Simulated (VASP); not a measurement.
# Gd (Fm-3m) in VASP: settings compared, part 2 of 2

VASP 6.6.1.

**4. Single point, PBE, collinear spin, typed start**

Input file INCAR:

```
SYSTEM = Gd
ALGO = Normal ; EDIFF = 1E-6
ENCUT = 520 ; GGA = PE
ISIF = 2 ; ISMEAR = -1
ISPIN = 2 ; LASPH = .TRUE.
LCHARG = .TRUE. ; LELF = .TRUE.
LMAXMIX = 6 ; LORBIT = 11
LREAL = .FALSE. ; LVHAR = .TRUE.
LWAVE = .FALSE. ; MAGMOM = 8.5
NBANDS = 19 ; NELM = 150
PREC = Accurate ; SIGMA = 0.05
```

Input file KPOINTS:

```
k-points
0
G
  9 9 9
  0 0 0
```

Input file POSCAR:

```
Gd
1.0
    0.0000000000      2.5858190855      2.5858190855
    2.5858190855      0.0000000000      2.5858190855
    2.5858190855      2.5858190855      0.0000000000
Gd
1
Direct
    0.0000000000      0.0000000000      0.0000000000
```

Potentials or basis: VASP PAW PBE potentials, release 64 (Gd).

Command:

```console
$ cat potpaw_PBE.64/Gd/POTCAR > POTCAR
$ mpirun -np 1 vasp_std > vasp.out
```

OUTCAR:

```text
SYSTEM = Gd
   EDIFF = 1E-6
   ENCUT = 520
   GGA = PE
   ISIF = 2
   ISMEAR = -1
   ISPIN = 2
   LASPH = .TRUE.
   LORBIT = 11
   LREAL = .FALSE.
   NELM = 150
   PREC = Accurate

 ion  position               nearest neighbor table
   1  0.000  0.000  0.000-

  LATTYP: Found a face centered cubic cell.
 ALAT       =     5.1716381710

  Lattice vectors:

 A1 = (   0.0000000000,   2.5858190855,   2.5858190855)
 A2 = (   2.5858190855,   0.0000000000,   2.5858190855)
 A3 = (   2.5858190855,   2.5858190855,   0.0000000000)

Analysis of symmetry for initial positions (statically):
[... 1261 lines left out ...]
  -------------------------------------------------------------------------------------
  Total       -0.2525780     -0.2525780     -0.2525780     -0.0000000      0.0000000      0.0000000
  in kB      -11.7025803    -11.7025803    -11.7025803     -0.0000000      0.0000000      0.0000000
  external PRESSURE =     -11.7025803 kB  Pullay stress =       0.0000000 kB

 VOLUME and BASIS-vectors are now :
 -----------------------------------------------------------------------------
  energy-cutoff  :      520.00
  volume of cell :       34.58
      direct lattice vectors                 reciprocal lattice vectors
     0.000000000  2.585819085  2.585819085    -0.193362329  0.193362329  0.193362329
     2.585819085  0.000000000  2.585819085     0.193362329 -0.193362329  0.193362329
     2.585819085  2.585819085  0.000000000     0.193362329  0.193362329 -0.193362329

 POSITION                                       TOTAL-FORCE (eV/Angst)
 -----------------------------------------------------------------------------------
      0.00000      0.00000      0.00000         0.000000      0.000000      0.000000
 -----------------------------------------------------------------------------------
    total drift:                               -0.000000     -0.000000     -0.000000

  FREE ENERGIE OF THE ION-ELECTRON SYSTEM (eV)
  ---------------------------------------------------
  free  energy   TOTEN  =       -11.6611422743 eV

  energy  without entropy=      -11.6400133242  energy(sigma->0) =      -11.65057780

 total charge

# of ion       s       p       d       f       tot
--------------------------------------------------
    1        2.071   5.562   0.560   6.992  15.185

 magnetization (x)

# of ion       s       p       d       f       tot
--------------------------------------------------
    1        0.002  -0.056   0.210   6.812   6.968
```

Run time: 42 s. Hardware: 1 thread of Intel Xeon 6975P-C (Granite Rapids), shared host; peak memory 0.2 GiB.

What came out:

```yaml
Free_energy: -11.6611 eV
Pressure: -1.2 GPa
Band_gap_on_the_k_mesh: none (metal or under the smearing width)
Net_moment: 7.59 μB per cell
Site_moments: Gd +6.97 μB
Valence_electrons_inside_the_program's_atomic_spheres: Gd 15.19
```

Caveat: spin-orbit coupling is left out, which moves the levels of the heavy elements.

**5. Single point, PBE, collinear spin, typed start (volume scaled by 0.94)**

Input file INCAR:

```
ALGO     = Fast           # electronic algorithm
EDIFF    = 1E-6           # SCF threshold, eV
ENCUT    = 520            # plane-wave cutoff, eV
GGA      = PE             # functional
ISIF     = 2              # what is computed and relaxed
ISMEAR   = -1             # smearing method
ISPIN    = 2              # spin polarisation
LASPH    = T              # aspherical terms in the spheres
LCHARG   = F              # write CHGCAR
LMAXMIX  = 6              # l up to which the mixer works
LORBIT   = 11             # projections on sites
LREAL    = F              # projectors in reciprocal space
LWAVE    = F              # write WAVECAR
MAGMOM   = 7              # initial moments
NBANDS   = 19             # bands
NELM     = 150            # most SCF steps
PREC     = Accurate       # precision mode
SIGMA    = 0.05           # smearing width, eV
```

Input file KPOINTS:

```
k-points
0
Gamma
  9 9 9
```

Input file POSCAR:

```
Gd
1.0
    0.0000000000      2.5330324558      2.5330324558
    2.5330324558      0.0000000000      2.5330324558
    2.5330324558      2.5330324558      0.0000000000
Gd
1
Direct
    0.0000000000      0.0000000000      0.0000000000
```

Potentials or basis: VASP PAW PBE potentials, release 64 (Gd).

Command:

```console
$ cat potpaw_PBE.64/Gd/POTCAR > POTCAR
$ mpirun -np 1 vasp_std > vasp.out
```

OUTCAR:

```text
EDIFF = 1E-6
   ENCUT = 520
   GGA = PE
   ISIF = 2
   ISMEAR = -1
   ISPIN = 2
   LASPH = T
   LORBIT = 11
   LREAL = F
   NELM = 150
   PREC = Accurate

 ion  position               nearest neighbor table
   1  0.000  0.000  0.000-

  LATTYP: Found a face centered cubic cell.
 ALAT       =     5.0660649116

  Lattice vectors:

 A1 = (   0.0000000000,   2.5330324558,   2.5330324558)
 A2 = (   2.5330324558,   0.0000000000,   2.5330324558)
 A3 = (   2.5330324558,   2.5330324558,   0.0000000000)

Analysis of symmetry for initial positions (statically):
=====================================================================
 Subroutine PRICEL returns:
[... 1261 lines left out ...]
  Total        0.0957078      0.0957078      0.0957078     -0.0000000     -0.0000000      0.0000000
  in kB        4.7174314      4.7174314      4.7174314     -0.0000000     -0.0000000      0.0000000
  external PRESSURE =       4.7174314 kB  Pullay stress =       0.0000000 kB

 VOLUME and BASIS-vectors are now :
 -----------------------------------------------------------------------------
  energy-cutoff  :      520.00
  volume of cell :       32.51
      direct lattice vectors                 reciprocal lattice vectors
     0.000000000  2.533032456  2.533032456    -0.197391865  0.197391865  0.197391865
     2.533032456  0.000000000  2.533032456     0.197391865 -0.197391865  0.197391865
     2.533032456  2.533032456  0.000000000     0.197391865  0.197391865 -0.197391865

 POSITION                                       TOTAL-FORCE (eV/Angst)
 -----------------------------------------------------------------------------------
      0.00000      0.00000      0.00000        -0.000000      0.000000     -0.000000
 -----------------------------------------------------------------------------------
    total drift:                               -0.000000     -0.000000     -0.000000

  FREE ENERGIE OF THE ION-ELECTRON SYSTEM (eV)
  ---------------------------------------------------
  free  energy   TOTEN  =       -11.6661740015 eV

  energy  without entropy=      -11.6474281409  energy(sigma->0) =      -11.65680107

 total charge

# of ion       s       p       d       f       tot
--------------------------------------------------
    1        2.074   5.559   0.594   6.984  15.211

 magnetization (x)

# of ion       s       p       d       f       tot
--------------------------------------------------
    1        0.002  -0.056   0.197   6.816   6.959
```

OSZICAR:

```text
N       E                     dE             d eps       ncg     rms          rms(c)
DAV:   1     0.976876569694E+02    0.97688E+02   -0.64146E+03  3445   0.485E+03
DAV:   2     0.606310944811E+01   -0.91625E+02   -0.80655E+02  3346   0.328E+02
DAV:   3    -0.765799096115E+01   -0.13721E+02   -0.13340E+02  3992   0.101E+02
[... 30 lines left out ...]
RMM:  34    -0.116661578291E+02   -0.19051E-04   -0.22735E-04  3287   0.752E-02    0.145E-01
RMM:  35    -0.116661661114E+02   -0.82822E-05   -0.93171E-05  3233   0.629E-02    0.849E-02
RMM:  36    -0.116661698177E+02   -0.37063E-05   -0.45462E-05  3318   0.526E-02    0.186E-02
RMM:  37    -0.116661721545E+02   -0.23368E-05   -0.27332E-05  3246   0.394E-02    0.872E-03
RMM:  38    -0.116661734668E+02   -0.13123E-05   -0.16449E-05  3136   0.360E-02    0.270E-02
RMM:  39    -0.116661740015E+02   -0.53468E-06   -0.61964E-06  3094   0.300E-02
   1 F= -.11666174E+02 E0= -.11656801E+02  d E =-.187459E-01  mag=     7.5316
```

It took 79 s on 1 thread of Intel Xeon 6975P-C (Granite Rapids), shared host; peak memory 0.2 GiB.

Results:

```yaml
Free_energy: -11.6662 eV
Pressure: 0.5 GPa
Band_gap_on_the_k_mesh: none (metal or under the smearing width)
Net_moment: 7.53 μB per cell
Site_moments: Gd +6.96 μB
Valence_electrons_inside_the_program's_atomic_spheres: Gd 15.21
```

Caveat: spin-orbit coupling is left out, which moves the levels of the heavy elements. The state reached can hang on the start; a lower one may exist.

**6. Single point, PBE, collinear spin, typed start (volume scaled by 1.06)**

Input file INCAR:

```
PREC = Accurate ; ENCUT = 520
EDIFF = 1E-7 ; ISMEAR = -1
SIGMA = 0.05 ; LREAL = F
LASPH = T ; NELM = 150
ALGO = Normal ; ISIF = 2
LWAVE = F ; LCHARG = T
ISPIN = 2 ; MAGMOM = 7
LORBIT = 11 ; LMAXMIX = 6
GGA = PE ; LELF = T
LVHAR = T ; NBANDS = 19
```

Input file KPOINTS:

```
regular mesh
0
Gamma
  9 9 9
```

Input file POSCAR:

```
Gd
1.0
    0.0000000000      2.6365342960      2.6365342960
    2.6365342960      0.0000000000      2.6365342960
    2.6365342960      2.6365342960      0.0000000000
Gd
1
Direct
    0.0000000000      0.0000000000      0.0000000000
```

Potentials or basis: VASP PAW PBE potentials, release 64 (Gd).

Command:

```console
$ cat potpaw_PBE.64/Gd/POTCAR > POTCAR
$ mpirun -np 1 vasp_std > vasp.out
```

Run time: 38 s. Hardware: 1 thread of Intel Xeon 6975P-C (Granite Rapids), shared host; peak memory 0.2 GiB.

The run converged. Its results:

* Free energy: -11.6361 eV
* Pressure: -2.8 GPa
* Band gap on the k mesh: none (metal or under the smearing width)
* Net moment: 7.69 μB per cell
* Site moments: Gd +6.99 μB
* Valence electrons inside the program's atomic spheres: Gd 15.16

Levels at points of the mesh, in eV from the Fermi level:
Spin up:
```
           k point  band 11  band 12  band 13  band 14  band 15  band 16
(0.00, 0.00, 0.00)    -4.93    -4.93     1.19     1.19     1.19     3.23
```
Spin down:
```
           k point  band 3  band 4  band 5  band 6  band 7  band 8
(0.00, 0.00, 0.00)  -20.20  -20.20   -4.09    0.20    0.33    0.33
```

Caveat: spin-orbit coupling is left out, which moves the levels of the heavy elements. The state reached can hang on the start; a lower one may exist.

**7. Summary**

```csv
level,cell,k mesh,smearing,gap on the mesh (eV),pressure (GPa),moment (μB)
PBE,as given,8 × 8 × 8,methfessel-paxton 0.1 eV,none,-1.4,7.57
PBEsol,as given,8 × 8 × 8,fermi-dirac 0.1 eV,none,-3.1,7.46
PBE,as given,9 × 9 × 9,fermi-dirac 0.05 eV,none,-1.2,7.59
PBE,volume scaled by 0.94,9 × 9 × 9,fermi-dirac 0.05 eV,none,0.5,7.53
PBE,volume scaled by 1.06,9 × 9 × 9,fermi-dirac 0.05 eV,none,-2.8,7.69
```

Alike in all rows: task single point; potentials or basis VASP PAW PBE potentials, release 64 (Gd); spin collinear, typed start; cutoff (eV) 520.

Every run on the cell as given and a fine mesh finds a metal. The pressure there spans -3.1 GPa (PBEsol) to -1.2 GPa (PBE); a positive pressure means that this level wants a larger cell, a negative one a smaller.

Caveats: spin-orbit coupling is left out, which moves the levels of the heavy elements; the PAW data sets were made with another functional, which shifts forces and pressure a little (some runs).

Absolute energies hang on the potentials; compare differences alone.
